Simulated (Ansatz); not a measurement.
# SnO2: the cost of one run

Computed with Ansatz 0.2.0 (DFT PBE, scalar-relativistic, plane waves, PAW, unless a step's input says otherwise).

**1. The system as given**

Symmetry: Pbcn, No. 60, orthorhombic system. The conventional cell has a = 4.735 Å, b = 5.751 Å, c = 5.247 Å, α = 90.00°, β = 90.00°, γ = 90.00°. Around Sn (site symmetry 2) lie 6 O at 2.04 to 2.11 Å. O (site symmetry 1) is surrounded by 3 Sn at 2.04 to 2.11 Å.

Structure file:

```
CELL_PARAMETERS angstrom
-4.73515 5.75091 5.24711
4.73515 -5.75091 5.24711
4.73515 5.75091 -5.24711
ATOMIC_POSITIONS crystal
Sn 0.70772 0.12500 0.08272
Sn 0.20772 0.62500 0.08272
Sn 0.20772 0.12500 0.58272
Sn 0.70772 0.62500 0.58272
Sn 0.54228 0.12500 0.41728
Sn 0.04228 0.62500 0.41728
Sn 0.04228 0.12500 0.91728
Sn 0.54228 0.62500 0.91728
Sn 0.29228 0.37500 0.41728
Sn 0.79228 0.87500 0.41728
Sn 0.79228 0.37500 0.91728
Sn 0.29228 0.87500 0.91728
Sn 0.45772 0.37500 0.08272
Sn 0.95772 0.87500 0.08272
Sn 0.95772 0.37500 0.58272
Sn 0.45772 0.87500 0.58272
O 0.84286 0.40445 0.16871
O 0.34286 0.90445 0.16871
O 0.34286 0.40445 0.66871
O 0.84286 0.90445 0.66871
O 0.90714 0.07585 0.06159
O 0.40714 0.57585 0.06159
O 0.40714 0.07585 0.56159
O 0.90714 0.57585 0.56159
O 0.73574 0.17415 0.33129
O 0.23574 0.67415 0.33129
O 0.23574 0.17415 0.83129
O 0.73574 0.67415 0.83129
O 0.51426 0.34555 0.43841
O 0.01426 0.84555 0.43841
O 0.01426 0.34555 0.93841
O 0.51426 0.84555 0.93841
O 0.48574 0.15445 0.06159
O 0.98574 0.65445 0.06159
O 0.98574 0.15445 0.56159
O 0.48574 0.65445 0.56159
O 0.26426 0.32585 0.16871
O 0.76426 0.82585 0.16871
O 0.76426 0.32585 0.66871
O 0.26426 0.82585 0.66871
O 0.09286 0.42415 0.43841
O 0.59286 0.92415 0.43841
O 0.59286 0.42415 0.93841
O 0.09286 0.92415 0.93841
O 0.15714 0.09555 0.33129
O 0.65714 0.59555 0.33129
O 0.65714 0.09555 0.83129
O 0.15714 0.59555 0.83129
```

The runs take a perfect supercell of 48 atoms; the defect goes to fractional position (0.708, 0.125, 0.083).

**2. The perfect supercell**

Input file input.yaml:

```yaml
crystal:
  lattice:
    - [-4.735146, 5.750912, 5.247114]
    - [4.735146, -5.750912, 5.247114]
    - [4.735146, 5.750912, -5.247114]
  atoms:
    - { symbol: Sn, position: [0.707724, 0.125, 0.082724] }
    - { symbol: Sn, position: [0.207724, 0.625, 0.082724] }
    - { symbol: Sn, position: [0.207724, 0.125, 0.582724] }
    - { symbol: Sn, position: [0.707724, 0.625, 0.582724] }
    - { symbol: Sn, position: [0.542276, 0.125, 0.417276] }
    - { symbol: Sn, position: [0.042276, 0.625, 0.417276] }
    - { symbol: Sn, position: [0.042276, 0.125, 0.917276] }
    - { symbol: Sn, position: [0.542276, 0.625, 0.917276] }
    - { symbol: Sn, position: [0.292276, 0.375, 0.417276] }
    - { symbol: Sn, position: [0.792276, 0.875, 0.417276] }
    - { symbol: Sn, position: [0.792276, 0.375, 0.917276] }
    - { symbol: Sn, position: [0.292276, 0.875, 0.917276] }
    - { symbol: Sn, position: [0.457724, 0.375, 0.082724] }
    - { symbol: Sn, position: [0.957724, 0.875, 0.082724] }
    - { symbol: Sn, position: [0.957724, 0.375, 0.582724] }
    - { symbol: Sn, position: [0.457724, 0.875, 0.582724] }
    - { symbol: O, position: [0.842864, 0.404454, 0.168714] }
    - { symbol: O, position: [0.342864, 0.904454, 0.168714] }
    - { symbol: O, position: [0.342864, 0.404454, 0.668714] }
    - { symbol: O, position: [0.842864, 0.904454, 0.668714] }
    - { symbol: O, position: [0.907136, 0.075851, 0.061591] }
    - { symbol: O, position: [0.407136, 0.575851, 0.061591] }
    - { symbol: O, position: [0.407136, 0.075851, 0.561591] }
    - { symbol: O, position: [0.907136, 0.575851, 0.561591] }
    - { symbol: O, position: [0.73574, 0.174149, 0.331286] }
    - { symbol: O, position: [0.23574, 0.674149, 0.331286] }
    - { symbol: O, position: [0.23574, 0.174149, 0.831286] }
    - { symbol: O, position: [0.73574, 0.674149, 0.831286] }
    - { symbol: O, position: [0.51426, 0.345546, 0.438409] }
    - { symbol: O, position: [0.01426, 0.845546, 0.438409] }
    - { symbol: O, position: [0.01426, 0.345546, 0.938409] }
    - { symbol: O, position: [0.51426, 0.845546, 0.938409] }
    - { symbol: O, position: [0.48574, 0.154454, 0.061591] }
    - { symbol: O, position: [0.98574, 0.654454, 0.061591] }
    - { symbol: O, position: [0.98574, 0.154454, 0.561591] }
    - { symbol: O, position: [0.48574, 0.654454, 0.561591] }
    - { symbol: O, position: [0.26426, 0.325851, 0.168714] }
    - { symbol: O, position: [0.76426, 0.825851, 0.168714] }
    - { symbol: O, position: [0.76426, 0.325851, 0.668714] }
    - { symbol: O, position: [0.26426, 0.825851, 0.668714] }
    - { symbol: O, position: [0.092864, 0.424149, 0.438409] }
    - { symbol: O, position: [0.592864, 0.924149, 0.438409] }
    - { symbol: O, position: [0.592864, 0.424149, 0.938409] }
    - { symbol: O, position: [0.092864, 0.924149, 0.938409] }
    - { symbol: O, position: [0.157136, 0.095546, 0.331286] }
    - { symbol: O, position: [0.657136, 0.595546, 0.331286] }
    - { symbol: O, position: [0.657136, 0.095546, 0.831286] }
    - { symbol: O, position: [0.157136, 0.595546, 0.831286] }
basis:
  ecutwfc: 420
  fft_grid_basis: typed
kpoints:
  mp_grid: { grid: [2, 2, 2] }
hamiltonian:
  xc: pbe
  pseudopotentials: { kind: paw }
scf:
  occupations: { method: gaussian, width: 0.05 }
output:
  forces: true
  stress: false
  eigenvalues: true
  bader: false
  write_density: true
  volumetric_format: npy
```

Launch:

```console
> ansatz run input.yaml --threads 4 --pin off --max-ram 10240MiB --backend cpu --events-out ev --progress --plain --runs-dir out
```

**Question.** How long does this run take on 4 threads of Intel Xeon 6975P-C (Granite Rapids), shared host, and how much memory does it need?

About 5.8 s, with a peak of 3.1 GiB.
